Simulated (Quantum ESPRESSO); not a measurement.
# Mn (P6_3/mmc) in Quantum ESPRESSO: reference runs

Aim: a first look at Mn with PBE, on the cell as given and on a disturbed one.

Program: Quantum ESPRESSO 7.5. These are calculated values, not measurements. Logs are shortened: lines on timing, memory, paths and dates and some standing lists are left out, and cuts for length are marked.

## 1. The crystal as given

It takes space group P6_3/mmc (No. 194, hexagonal). Conventional cell: a = 2.484 Å, b = 2.484 Å, c = 4.026 Å, α = 90.00°, β = 90.00°, γ = 120.00°. Mn (site symmetry -6m2) has 12 Mn at 2.47 to 2.48 Å as nearest neighbours.

This isn't the form of Mn at room conditions, which is a 58-atom cubic cell.

## 2. Single point, PBE, collinear spin, ferromagnetic start

pw.in reads:

```
&CONTROL
  calculation = 'scf'
  prefix = 'pwscf'
  outdir = './tmp'
  pseudo_dir = './pseudo'
  tprnfor = .true.
  tstress = .true.
  disk_io = 'low'
/
&SYSTEM
  ibrav = 0
  nat = 2
  ntyp = 1
  ecutwfc = 65
  ecutrho = 780
  nbnd = 25
  occupations = 'smearing'
  smearing = 'fd'
  degauss = 0.00367493
  nspin = 2
  starting_magnetization(1) = 0.2667
/
&ELECTRONS
  conv_thr = 4d-10
  electron_maxstep = 120
  mixing_beta = 0.3
/
ATOMIC_SPECIES
Mn    54.9380 mn_pbe_v1.5.uspp.F.UPF
CELL_PARAMETERS angstrom
   2.4836457705    0.0000000000    0.0000000000
  -1.2418228853    2.1509003313    0.0000000000
   0.0000000000    0.0000000000    4.0261950000
ATOMIC_POSITIONS crystal
Mn     0.3333333333    0.6666666667    0.2500000000
Mn     0.6666666667    0.3333333333    0.7500000000
K_POINTS automatic
12 12 7 0 0 0
```

pp_density.in reads:

```
&INPUTPP
  prefix = 'pwscf'
  outdir = './tmp'
  filplot = 'density.dat'
  plot_num = 0
/
&PLOT
  nfile = 1
  filepp(1) = 'density.dat'
  iflag = 3
  output_format = 6
  fileout = 'density.cube'
/
```

pp_potential.in reads:

```
&INPUTPP
  prefix = 'pwscf'
  outdir = './tmp'
  filplot = 'potential.dat'
  plot_num = 11
/
&PLOT
  nfile = 1
  filepp(1) = 'potential.dat'
  iflag = 3
  output_format = 6
  fileout = 'potential.cube'
/
```

pp_spin.in reads:

```
&INPUTPP
  prefix = 'pwscf'
  outdir = './tmp'
  filplot = 'spin.dat'
  plot_num = 6
/
&PLOT
  nfile = 1
  filepp(1) = 'spin.dat'
  iflag = 3
  output_format = 6
  fileout = 'spin.cube'
/
```

Potentials or basis: SSSP 1.3 efficiency PBE.

On the command line:

```bash
$ OMP_NUM_THREADS=1 mpirun -n 2 pw.x -nk 2 -in pw.in > pw.out
$ OMP_NUM_THREADS=1 mpirun -n 1 pp.x -in pp_density.in > pp_density.out
$ OMP_NUM_THREADS=1 mpirun -n 1 pp.x -in pp_potential.in > pp_potential.out
$ OMP_NUM_THREADS=1 mpirun -n 1 pp.x -in pp_spin.in > pp_spin.out
```

pw.out:

```text
This program is part of the open-source Quantum ESPRESSO suite
     for quantum simulation of materials; please cite
[... 6 lines left out ...]
     using ibrav=0 with symmetry is DISCOURAGED, use correct ibrav instead

     K-points division:     npool     =       2
     Subspace diagonalization in iterative solution of the eigenvalue problem:
     a serial algorithm will be used

     G-vector sticks info
     --------------------
     sticks:   dense  smooth     PW     G-vecs:    dense   smooth      PW
     Sum        1177     385    121                53395    10191    1785

     Using Slab Decomposition

     bravais-lattice index     =            0
     lattice parameter (alat)  =       4.6934  a.u.
     unit-cell volume          =     145.1448 (a.u.)^3
     number of atoms/cell      =            2
     number of atomic types    =            1
     number of electrons       =        30.00
     number of Kohn-Sham states=           25
     kinetic-energy cutoff     =      65.0000  Ry
     charge density cutoff     =     780.0000  Ry
     scf convergence threshold =      4.0E-10
     mixing beta               =       0.3000
     number of iterations used =            8  plain     mixing
     Exchange-correlation=  SLA  PW   PBX  PBC
                           (   1   4   3   4   0   0   0)

     celldm(1)=   4.693410  celldm(2)=   0.000000  celldm(3)=   0.000000
     celldm(4)=   0.000000  celldm(5)=   0.000000  celldm(6)=   0.000000

     crystal axes: (cart. coord. in units of alat)
               a(1) = (   1.000000   0.000000   0.000000 )
               a(2) = (  -0.500000   0.866025   0.000000 )
               a(3) = (   0.000000   0.000000   1.621083 )

     reciprocal axes: (cart. coord. in units 2 pi/alat)
               b(1) = (  1.000000  0.577350 -0.000000 )
               b(2) = (  0.000000  1.154701  0.000000 )
               b(3) = (  0.000000 -0.000000  0.616872 )

     PseudoPot. # 1 for Mn read from file:
     mn_pbe_v1.5.uspp.F.UPF
     Pseudo is Ultrasoft + core correction, Zval = 15.0
     Generated by new atomic code, or converted to UPF format
     Using radial grid of  859 points,  6 beta functions with:
                l(1) =   0
                l(2) =   0
                l(3) =   1
                l(4) =   1
                l(5) =   2
                l(6) =   2
     Q(r) pseudized with  8 coefficients,  rinner =    0.950   0.950   0.950
                                                       0.950   0.950

     atomic species   valence    mass     pseudopotential
     Mn               15.00    54.93800     Mn( 1.00)

     Starting magnetic structure
     atomic species   magnetization
     Mn              0.267

     24 Sym. Ops., with inversion, found (12 have fractional translation)

   Cartesian axes

     site n.     atom                  positions (alat units)
         1        Mn     tau(   1) = (  -0.0000000   0.5773503   0.4052707  )
         2        Mn     tau(   2) = (   0.5000000   0.2886751   1.2158120  )

     number of k points=    76  Fermi-Dirac smearing, width (Ry)=  0.0037
                       cart. coord. in units 2pi/alat
        k(    1) = (   0.0000000   0.0000000   0.0000000), wk =   0.0009921
        k(    2) = (   0.0000000   0.0000000   0.0881245), wk =   0.0019841
        k(    3) = (   0.0000000   0.0000000   0.1762491), wk =   0.0019841
        k(    4) = (   0.0000000   0.0000000   0.2643736), wk =   0.0019841
        k(    5) = (   0.0000000   0.0962250   0.0000000), wk =   0.0059524
        k(    6) = (   0.0000000   0.0962250   0.0881245), wk =   0.0119048
[... 68 lines left out ...]
        k(   75) = (   0.3333333   0.5773503   0.1762491), wk =   0.0039683
        k(   76) = (   0.3333333   0.5773503   0.2643736), wk =   0.0039683

     Dense  grid:    53395 G-vectors     FFT dimensions: (  45,  45,  72)

     Smooth grid:    10191 G-vectors     FFT dimensions: (  25,  25,  40)

     Check: negative core charge=   -0.000024
     Generating pointlists ...
     new r_m :   0.4105 (alat units)  1.9266 (a.u.) for type    1

     Initial potential from superposition of free atoms

     starting charge      28.9998, renormalised to      30.0000
     Starting wfcs are   26 randomized atomic wfcs

     Self-consistent Calculation

     iteration #  1     ecut=    65.00 Ry     beta= 0.30
     Davidson diagonalization with overlap
     ethr =  1.00E-02,  avg # of iterations =  5.0

     total energy              =    -421.90072617 Ry
     estimated scf accuracy    <       2.66788853 Ry

     total magnetization       =     3.15 Bohr mag/cell
     absolute magnetization    =     3.18 Bohr mag/cell

     iteration #  2     ecut=    65.00 Ry     beta= 0.30
     Davidson diagonalization with overlap
     ethr =  8.89E-03,  avg # of iterations =  1.9

     total energy              =    -422.30114728 Ry
     estimated scf accuracy    <       0.06037719 Ry

     total magnetization       =     4.63 Bohr mag/cell
     absolute magnetization    =     4.64 Bohr mag/cell

     iteration #  3     ecut=    65.00 Ry     beta= 0.30
     Davidson diagonalization with overlap
     ethr =  2.01E-04,  avg # of iterations =  2.8

     total energy              =    -422.33975652 Ry
     estimated scf accuracy    <       0.04611987 Ry

     total magnetization       =     4.13 Bohr mag/cell
     absolute magnetization    =     4.15 Bohr mag/cell

     iteration #  4     ecut=    65.00 Ry     beta= 0.30
     Davidson diagonalization with overlap
     ethr =  1.54E-04,  avg # of iterations =  1.2

     total energy              =    -422.37303067 Ry
     estimated scf accuracy    <       0.02663819 Ry

     total magnetization       =     2.72 Bohr mag/cell
     absolute magnetization    =     2.77 Bohr mag/cell

     iteration #  5     ecut=    65.00 Ry     beta= 0.30
     Davidson diagonalization with overlap
     ethr =  8.88E-05,  avg # of iterations =  1.7

     total energy              =    -422.37094287 Ry
     estimated scf accuracy    <       0.01460589 Ry

     total magnetization       =     1.70 Bohr mag/cell
     absolute magnetization    =     1.75 Bohr mag/cell

     iteration #  6     ecut=    65.00 Ry     beta= 0.30
     Davidson diagonalization with overlap
     ethr =  4.87E-05,  avg # of iterations =  2.2

     total energy              =    -422.40777358 Ry
     estimated scf accuracy    <       0.00206565 Ry

     total magnetization       =     0.06 Bohr mag/cell
     absolute magnetization    =     0.17 Bohr mag/cell

     iteration #  7     ecut=    65.00 Ry     beta= 0.30
     Davidson diagonalization with overlap
     ethr =  6.89E-06,  avg # of iterations =  2.5

     total energy              =    -422.40847542 Ry
     estimated scf accuracy    <       0.00064978 Ry

     total magnetization       =     0.30 Bohr mag/cell
     absolute magnetization    =     0.33 Bohr mag/cell

     iteration #  8     ecut=    65.00 Ry     beta= 0.30
     Davidson diagonalization with overlap
     ethr =  2.17E-06,  avg # of iterations =  2.5

     total energy              =    -422.40646372 Ry
     estimated scf accuracy    <       0.00045021 Ry

     total magnetization       =     0.01 Bohr mag/cell
     absolute magnetization    =     0.04 Bohr mag/cell

     iteration #  9     ecut=    65.00 Ry     beta= 0.30
     Davidson diagonalization with overlap
     ethr =  1.50E-06,  avg # of iterations =  2.5

     total energy              =    -422.40421694 Ry
     estimated scf accuracy    <       0.00067697 Ry

     total magnetization       =    -0.37 Bohr mag/cell
     absolute magnetization    =     0.38 Bohr mag/cell

     iteration # 10     ecut=    65.00 Ry     beta= 0.30
     Davidson diagonalization with overlap
     ethr =  1.50E-06,  avg # of iterations =  2.5

     total energy              =    -422.40953221 Ry
     estimated scf accuracy    <       0.00028596 Ry

     total magnetization       =     0.21 Bohr mag/cell
     absolute magnetization    =     0.22 Bohr mag/cell

     iteration # 11     ecut=    65.00 Ry     beta= 0.30
     Davidson diagonalization with overlap
     ethr =  9.53E-07,  avg # of iterations =  2.0

     total energy              =    -422.41020955 Ry
     estimated scf accuracy    <       0.00000228 Ry

     total magnetization       =     0.01 Bohr mag/cell
     absolute magnetization    =     0.01 Bohr mag/cell

     iteration # 12     ecut=    65.00 Ry     beta= 0.30
     Davidson diagonalization with overlap
     ethr =  7.61E-09,  avg # of iterations =  2.5

     total energy              =    -422.41023369 Ry
     estimated scf accuracy    <       0.00003334 Ry

     total magnetization       =     0.04 Bohr mag/cell
     absolute magnetization    =     0.05 Bohr mag/cell

     iteration # 13     ecut=    65.00 Ry     beta= 0.30
     Davidson diagonalization with overlap
     ethr =  7.61E-09,  avg # of iterations =  2.5

     total energy              =    -422.41025483 Ry
     estimated scf accuracy    <       0.00000140 Ry

     total magnetization       =     0.01 Bohr mag/cell
     absolute magnetization    =     0.01 Bohr mag/cell

     iteration # 14     ecut=    65.00 Ry     beta= 0.30
     Davidson diagonalization with overlap
     ethr =  4.66E-09,  avg # of iterations =  1.0

     total energy              =    -422.41025461 Ry
     estimated scf accuracy    <       0.00000082 Ry

     total magnetization       =     0.01 Bohr mag/cell
     absolute magnetization    =     0.01 Bohr mag/cell

     iteration # 15     ecut=    65.00 Ry     beta= 0.30
     Davidson diagonalization with overlap
     ethr =  2.73E-09,  avg # of iterations =  2.0

     total energy              =    -422.41025597 Ry
     estimated scf accuracy    <       0.00000017 Ry

     total magnetization       =     0.00 Bohr mag/cell
     absolute magnetization    =     0.00 Bohr mag/cell

     iteration # 16     ecut=    65.00 Ry     beta= 0.30
     Davidson diagonalization with overlap
     ethr =  5.75E-10,  avg # of iterations =  1.9

     total energy              =    -422.41025600 Ry
     estimated scf accuracy    <          2.3E-09 Ry

     total magnetization       =     0.00 Bohr mag/cell
     absolute magnetization    =     0.00 Bohr mag/cell

     iteration # 17     ecut=    65.00 Ry     beta= 0.30
     Davidson diagonalization with overlap
     ethr =  7.77E-12,  avg # of iterations =  2.0

     total energy              =    -422.41025600 Ry
     estimated scf accuracy    <          2.7E-09 Ry

     total magnetization       =    -0.00 Bohr mag/cell
     absolute magnetization    =     0.00 Bohr mag/cell

     iteration # 18     ecut=    65.00 Ry     beta= 0.30
     Davidson diagonalization with overlap
     ethr =  7.77E-12,  avg # of iterations =  1.9

     Magnetic moment per site  (integrated on atomic sphere of radius R)
     atom   1 (R=0.410)  charge= 13.4238  magn=  0.0000
     atom   2 (R=0.410)  charge= 13.4238  magn=  0.0000

     End of self-consistent calculation

     Number of k-points >= 100: set verbosity='high' to print the bands.

     the Fermi energy is    20.0040 ev

!    total energy              =    -422.41025600 Ry
     estimated scf accuracy    <          1.3E-10 Ry
     smearing contrib. (-TS)   =      -0.00161652 Ry
     internal energy E=F+TS    =    -422.40863948 Ry

     The total energy is F=E-TS. E is the sum of the following terms:
     one-electron contribution =    -153.73351995 Ry
     hartree contribution      =      95.91770287 Ry
     xc contribution           =     -53.01028042 Ry
     ewald contribution        =    -311.58254198 Ry

     total magnetization       =     0.00 Bohr mag/cell
     absolute magnetization    =     0.00 Bohr mag/cell

     convergence has been achieved in  18 iterations

     Forces acting on atoms (cartesian axes, Ry/au):

     atom    1 type  1   force =     0.00000000    0.00000000    0.00000000
     atom    2 type  1   force =    -0.00000000   -0.00000000    0.00000000

     Total force =     0.000000     Total SCF correction =     0.000000

     Computing stress (Cartesian axis) and pressure

          total   stress  (Ry/bohr**3)                   (kbar)     P=      -13.30
  -0.00008385  -0.00000000   0.00000000          -12.33       -0.00        0.00
  -0.00000000  -0.00008385   0.00000000           -0.00      -12.33        0.00
   0.00000000   0.00000000  -0.00010346            0.00        0.00      -15.22

=------------------------------------------------------------------------------=
   JOB DONE.
=------------------------------------------------------------------------------=
```

It took 1.9 min on 2 MPI ranks of Arm Neoverse N1, shared host; peak memory 0.38 GiB.

Results:

```yaml
Free_energy: -5747.1843 eV
Pressure: -1.3 GPa
Band_gap_on_the_k_mesh: none (metal or under the smearing width)
Net_moment: 0.00 μB per cell
Absolute_moment: 0.00 μB per cell
Valence_electrons_inside_the_program's_atomic_spheres: Mn 13.42
```

Caveat: the starting moments collapsed, and a magnetic state may lie lower.

(Continued in part 2 of 2.)
